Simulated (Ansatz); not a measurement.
The polar optical mode of AlAs at 50 GPa, worked through

The calculation used Ansatz 0.2.0, DFT PBEsol, scalar-relativistic, plane waves, PAW. Settings: 420 eV plane-wave cutoff, Γ-centred 12×12×12 mesh, fixed occupations. No spin polarisation. Phonons by linear response, acoustic sum rule imposed.

The cell, relaxed at 50 GPa:
```cif
data_structure
_symmetry_space_group_name_H-M 'F-43m'
_symmetry_Int_Tables_number 216
_cell_length_a 5.0618
_cell_length_b 5.0618
_cell_length_c 5.0618
_cell_angle_alpha 90.000
_cell_angle_beta 90.000
_cell_angle_gamma 90.000
_cell_volume 129.69
loop_
_atom_site_label
_atom_site_type_symbol
_atom_site_symmetry_multiplicity
_atom_site_Wyckoff_symbol
_atom_site_fract_x
_atom_site_fract_y
_atom_site_fract_z
_atom_site_occupancy
Al1 Al 4 a 0.00000 0.00000 0.00000 1
As1 As 4 c 0.25000 0.25000 0.25000 1
```

Other phases may be more stable at this pressure. The bands were filled as in an insulator; under compression the gap may have closed between mesh points.

Linear response gives ν_TO = 517.6 cm⁻¹, Born charges ±1.958 e (positive on Al) and ε∞ = 8.953. The primitive cell holds 32.423 Å³, and the masses are 26.982 and 74.922 amu.

**Question.** Find ν_LO and the static dielectric constant.

**Answer.** The long-wave field adds a restoring force: ω_LO² − ω_TO² = Z*²e²/(ε_vac ε∞ μV). In these units ν_LO² − ν_TO² = 4.92064×10⁷ Z*²/(μ V ε∞) cm⁻², with μ = m₁m₂/(m₁ + m₂) = 19.837 amu: 32743 cm⁻². So ν_LO = √(517.6² + 32743) = 548.3 cm⁻¹, and the run gives 548.3. Lyddane–Sachs–Teller then gives ε0 = ε∞ (ν_LO/ν_TO)² = 10.05, against 10.05 in the run (it forms both from the same three quantities, so the match checks the arithmetic only). Between ν_TO and ν_LO the dielectric function is negative and an undamped crystal reflects fully: a reststrahlen band from 18.2 to 19.3 μm.

**Question.** What do the Clausius–Mossotti polarisability and the Szigeti charge come to?

**Answer.** With the Lorentz local field, α = (3V/4π)(ε∞ − 1)/(ε∞ + 2) = 5.62 Å³ for the pair, and e_S = 3Z*/(ε∞ + 2) = 0.54 e. The Born charge includes the electrons' response to the dipole's own local field, and e_S takes that enhancement out. The Lorentz field assumes point-like polarisable ions, a poor picture once ε∞ is this large, since the electron clouds then overlap or are shared, so both numbers are formal here.

**Question.** How strongly does a slow electron couple to the LO mode?

**Answer.** For one isotropic parabolic band, Fröhlich's constant is α_F = (1/ε∞ − 1/ε0) √(m* Ry/ħω_LO), with Ry = 13.606 eV, ħω_LO = 68.0 meV and m* in free-electron masses: α_F = 0.0122 × 14.15 × √m* = 0.17 √m*. The band mass isn't part of this run; for m* = 0.1, 0.3 and 1 it gives 0.05, 0.09, 0.17. In weak coupling the polaron lies α_F ħω_LO below the band edge (6 meV at m* = 0.3) with a mass m*(1 + α_F/6); past α_F of about 5 or 6 that expansion fails. A semilocal functional's ε∞ tends to be too large, which taken alone lowers α_F.

Cost: 1 run of about 1.8 core-minutes, on Arm Neoverse V1 (shared hosts).

The polar mode of compressed AlAs is governed mainly by the short-range stiffness of the bonds, with the long-range field adding only a modest correction: ν_LO lies at 548.3 cm⁻¹ against 517.6 cm⁻¹ for ν_TO. The Born charge of 1.958 e is substantial, but it measures charge flow as the sublattices move, not a static ionic charge, and is compatible with strongly covalent sp³ bonding. The same easily polarised bond electrons screen the field that the displacement sets up, which keeps the splitting small. The high frequencies also reflect the light Al atom, which carries most of the motion, and probably the stiffening of the bonds under compression.

The lattice therefore adds little to the dielectric constant, which rises only from 8.953 to 10.05. That small difference also explains the weak Fröhlich coupling at all three trial masses, although it doesn't limit deformation-potential or intervalley scattering. A real optical frequency at the zone centre doesn't establish dynamical stability, since compressed zinc-blende crystals often soften first in the transverse acoustic branches near the zone boundary.
